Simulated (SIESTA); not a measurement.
A run of SIESTA 5.4.2 is set up as follows.

The input Ag.fdf:

```
SystemName                      Ag
SystemLabel                     Ag
NumberOfSpecies                 1
NumberOfAtoms                   2
%block ChemicalSpeciesLabel
  1  47 Ag
%endblock ChemicalSpeciesLabel

LatticeConstant                 1.0 Ang
%block LatticeVectors
     2.9300000000     0.0000000000     0.0000000000
    -1.4650000000     2.5374544331     0.0000000000
     0.0000000000     0.0000000000     4.7900000000
%endblock LatticeVectors
AtomicCoordinatesFormat         Ang
%block AtomicCoordinatesAndAtomicSpecies
     1.4650000001     0.8458181443     3.5925000000  1
    -0.0000000001     1.6916362888     1.1975000000  1
%endblock AtomicCoordinatesAndAtomicSpecies

%block kgrid.MonkhorstPack
    7   0   0  0.0
    0   7   0  0.0
    0   0   4  0.0
%endblock kgrid.MonkhorstPack
XC.Functional                   GGA
XC.Authors                      PBE
PAO.BasisSize                   DZP
PAO.EnergyShift                 0.003 Ry
Mesh.Cutoff                     800 Ry
OccupationFunction              FD
ElectronicTemperature           0.05 eV
MaxSCFIterations                120
SCF.MustConverge                false
SCF.Mixer.Method                Pulay
SCF.Mixer.Weight                0.25
SCF.Mixer.History               8
SCF.DM.Tolerance                5.0e-05
SCF.H.Tolerance                 1.0e-03 eV
WriteForces                     true
Charge.Mulliken                 end
MD.TypeOfRun                    Broyden
MD.Steps                        40
MD.MaxForceTol                  0.02 eV/Ang
MD.MaxDispl                     0.1 Ang
WriteCoorStep                   true
AtomCoorFormatOut               Fractional
MD.VariableCell                 true
MD.MaxStressTol                 0.1 GPa
%block PAO.Basis
  Ag 5
  n=4 0 2
    2.721 0.000
  n=5 0 2
    7.985 0.000
  n=4 1 2
    3.101 0.000
  n=5 1 1
    7.985
  n=4 2 2
    5.129 0.000
%endblock PAO.Basis
```

Potentials or basis: PseudoDojo 0.5 standard (PBE files), DZP (energy shift 0.003 Ry; two zetas on semicore shells).

Launch:

```console
$ siesta Ag.fdf > Ag.out 2>&1
```

Q: Estimate the space group after relaxing (to 0.05 Å).

A: P6_3/mmc (No. 194).

Q: Predict the band gap on the k mesh.

A: None (metal or under the smearing width).

Step by step:
```
step  energy change (eV)  largest force (eV/Å)  pressure (GPa)  volume (Å³)
   1              0.0000                0.0000            0.25        35.61
   2             -0.0001                0.0000            0.24        35.62
   3             -0.0005                0.0000           -0.08        35.73
   4             -0.0006                0.0001           -0.36        35.84
   5             -0.0008                0.0000           -0.02        35.72
```

Caveat: short orbitals over semicore shells can move pressures by several GPa; the basis of atomic orbitals isn't converged, which shifts pressures, moduli and gaps.
